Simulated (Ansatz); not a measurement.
`Clc1ccccn1` and `c1ccncc1` differ in one atom or group.

Ansatz, PBE0-D4/def2-TZVP geometries, multiplicity 1. 

```tsv
property	`Clc1ccccn1`
HOMO energy (B3LYP/def2-TZVPP) / eV	-7.29
size of the dipole moment (B3LYP/def2-TZVPP) / D	3.23
LUMO energy (B3LYP/def2-TZVPP) / eV	-1.33
HOMO energy (ωB97M-V/def2-TZVPP) / eV	-9.57
HOMO–LUMO gap (B3LYP/def2-TZVPP) / eV	5.96
LUMO energy (PBE/def2-TZVPP) / eV	-2.06
```

(1) What does the change do to each property? (An estimate is asked.)

Answers

(1) Computed: 
```json
{"property": "HOMO energy (B3LYP/def2-TZVPP) / eV", "`c1ccncc1`": "-7.16", "shift": "0.13"}
{"property": "size of the dipole moment (B3LYP/def2-TZVPP) / D", "`c1ccncc1`": "2.22", "shift": "-1.01"}
{"property": "LUMO energy (B3LYP/def2-TZVPP) / eV", "`c1ccncc1`": "-1.02", "shift": "0.31"}
{"property": "HOMO energy (ωB97M-V/def2-TZVPP) / eV", "`c1ccncc1`": "-9.75", "shift": "-0.18"}
{"property": "HOMO–LUMO gap (B3LYP/def2-TZVPP) / eV", "`c1ccncc1`": "6.14", "shift": "0.18"}
{"property": "LUMO energy (PBE/def2-TZVPP) / eV", "`c1ccncc1`": "-1.76", "shift": "0.30"}
```

With PBE0 the HOMO rises by 0.11 eV and the LUMO rises by 0.32 eV, so the gap widens by about 0.21 eV. PBE moves the HOMO by 0.58 eV and ωB97M-V by -0.18 eV. Dipoles are sizes alone; their direction can turn.

B3LYP here is the variant with VWN-RPA as its local correlation; programs differ in this.

Positive LUMOs are unbound, so they and the gaps depend on the basis.
